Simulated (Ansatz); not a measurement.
# ZrSe2: the cost of one run

Program: Ansatz 0.2.0. Level of theory: DFT PBEsol, frozen-core PAW and all-electron LAPW, scalar-relativistic unless said. These are calculated values, not measurements.

The COD entry's cell or inner coordinates are ideal or old and differ from later refinements, so a difference from it is no clean test against experiment.

## 1. The system as given

The structure is trigonal, space group P-3m1 (No. 164). The conventional cell has a = 3.798 Å, b = 3.798 Å, c = 6.192 Å, α = 90.00°, β = 90.00°, γ = 120.00°. Zr (site symmetry -3m) is surrounded by 6 Se at 2.68 Å. Around Se (site symmetry 3m) lie 3 Zr at 2.68 Å.

Coordinates:

```
Zr Se
1.0
     3.79800    0.00000    0.00000
    -1.89900    3.28916    0.00000
     0.00000    0.00000    6.19200
Zr Se
1 2
Direct
  0.00000 0.00000 0.00000
  0.33333 0.66667 0.25000
  0.66667 0.33333 0.75000
```

Cartesian axes are those of the input's lattice vectors. The structure goes back to a database entry.

## 2. Cell and atoms relaxed, PAW

Contents of input.yaml:

```yaml
crystal:
  lattice:
    - [3.79800000001, 0.0, 0.0]
    - [-1.89900000001, 3.28916448358, 0.0]
    - [0.0, 0.0, 6.192]
  atoms:
    - { symbol: Zr, position: [0.0, 0.0, 0.0] }
    - { symbol: Se, position: [0.333333333333, 0.666666666667, 0.25] }
    - { symbol: Se, position: [0.666666666667, 0.333333333333, 0.75] }
kpoints:
  mp_grid: { grid: [12, 12, 6] }
scf:
  occupations: { method: fermi_dirac, width: 0.05 }
hamiltonian:
  xc: pbesol
  pseudopotentials: { kind: paw }
relax:
  f_tol: 0.002
  max_steps: 80
  cell: {}
output:
  forces: true
  stress: true
  write_density: true
  write_potential: true
  elf: true
  volumetric_format: npy
```

On the command line:

```
> ansatz run input.yaml --threads 2 --pin off --max-ram 6144MiB --backend cpu --events-out ev --progress --plain --runs-dir out
```

Q: Estimate wall time and peak memory on 2 threads of Arm Neoverse V1, shared host.

About 38 s, with a peak of 0.49 GiB.
